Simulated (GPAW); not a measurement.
The system is PtS2.

```xyz
3
Lattice="3.5432 0.0000 0.0000 -1.7716 3.0685 0.0000 0.0000 0.0000 5.0388" Properties=species:S:1:pos:R:3 pbc="T T T"
Pt    0.0000    0.0000    0.0000
S     1.7716    1.0228    3.8950
S     0.0000    2.0457    1.1438
```

* Program: GPAW 26.7.0
* Task: relaxation of cell and atoms
* Functional: PBEsol
* Dispersion: D4
* Potentials or basis: PAW data sets generated in the run's folder for this functional
* Cutoff: 600 eV
* Basis: pw
* k mesh: 9 × 9 × 5
* Occupations: fermi-dirac, width 0.05 eV
* Spin: no spin polarisation

At the start: pressure 4.3 GPa; volume 18.26 Å³/atom.

Question: Where does the relaxation end?

Answer: Over 14 steps the energy falls by 45.6 meV/atom and the volume is 16.39 Å³/atom (-10.3 %); space group P-3m1 (No. 164, to 0.05 Å).

Step by step:
| step | energy change (eV) | largest force (eV/Å) | pressure (GPa) | volume (Å³) |
| --- | --- | --- | --- | --- |
| 1 | 0.0000 | 0.9771 | 4.26 | 54.78 |
| 2 | -0.0307 | 0.6788 | 1.94 | 55.16 |
| 3 | -0.0550 | 0.1855 | -1.65 | 55.67 |
| 4 | -0.0581 | 0.1164 | -1.97 | 55.59 |
| 5 | -0.0695 | 0.0865 | -2.30 | 54.77 |
| 6 | -0.0762 | 0.1316 | -1.56 | 53.87 |
| 7 | -0.0803 | 0.0734 | -0.30 | 53.05 |
| 8 | -0.0831 | 0.0040 | 0.57 | 52.61 |
| 9 | -0.0885 | 0.1253 | 1.73 | 51.92 |
| 10 | -0.0997 | 0.2834 | 3.18 | 50.69 |
| 11 | -0.1159 | 0.3938 | 4.31 | 48.93 |
| 12 | -0.1280 | 0.3013 | 2.89 | 48.69 |
| 13 | -0.1361 | 0.0988 | 0.24 | 49.36 |
| 14 | -0.1367 | 0.0071 | 0.03 | 49.16 |

Final structure:
```
Pt S
1.0
     3.56752   -0.00003   -0.00006
    -1.78378    3.08955    0.00006
    -0.00008    0.00005    4.46012
Pt S
1 2
Direct
  0.00000 0.00000 0.00000
  0.66666 0.33334 0.73289
  0.33334 0.66666 0.26711
```

Caveat: later steps reuse the first step's grids; the volume moved by -10 % from the deposited cell, more than functionals usually miss; pairwise dispersion overbinds metals, which lowers pressure and volume.
